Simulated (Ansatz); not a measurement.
Crystal: Ru.

```xyz
2
Lattice="2.7058 0.0000 0.0000 -1.3529 2.3433 0.0000 0.0000 0.0000 4.2819" Properties=species:S:1:pos:R:3 pbc="T T T"
Ru    1.3529    0.7811    3.2114
Ru    0.0000    1.5622    1.0705
```

| Quantity | Value |
| --- | --- |
| Program | Ansatz 0.2.0 |
| Task | relaxation of cell and atoms |
| Functional | LDA |
| Potentials or basis | JTH PAW LDA |
| Cutoff | 1800 eV |
| Density cutoff | 9000 eV |
| k mesh | 9 × 9 × 5 |
| Occupations | fermi-dirac, width 0.1 eV |
| Spin | collinear spin, ferromagnetic start |
| Starting moments | [1.0, 1.0] μB |

At the start: pressure -12.4 GPa; volume 13.57 Å³/atom.

Task: How do energy, volume and symmetry change on relaxing?

Result: Over 3 steps the energy falls by 20.1 meV/atom and the volume is 13.07 Å³/atom (-3.7 %); space group P6_3/mmc (No. 194, to 0.05 Å); moment 0.00 μB per cell.

The path:
| step | energy change (eV) | largest force (eV/Å) | pressure (GPa) | volume (Å³) |
| --- | --- | --- | --- | --- |
| 1 | 0.0000 | 0.0000 | -12.44 | 27.15 |
| 2 | -0.0338 | 0.0000 | -5.17 | 26.54 |
| 3 | -0.0402 | 0.0000 | 0.29 | 26.14 |

Final structure:
```cif
data_structure
_symmetry_space_group_name_H-M 'P 1'
_symmetry_Int_Tables_number 1
_cell_length_a 2.6734
_cell_length_b 2.6734
_cell_length_c 4.2226
_cell_angle_alpha 90.000
_cell_angle_beta 90.000
_cell_angle_gamma 120.000
_cell_volume 26.14
loop_
_atom_site_label
_atom_site_type_symbol
_atom_site_fract_x
_atom_site_fract_y
_atom_site_fract_z
_atom_site_occupancy
Ru1 Ru 0.66667 0.33333 0.75000 1
Ru2 Ru 0.33333 0.66667 0.25000 1
```

Caveat: the starting moments weren't kept.
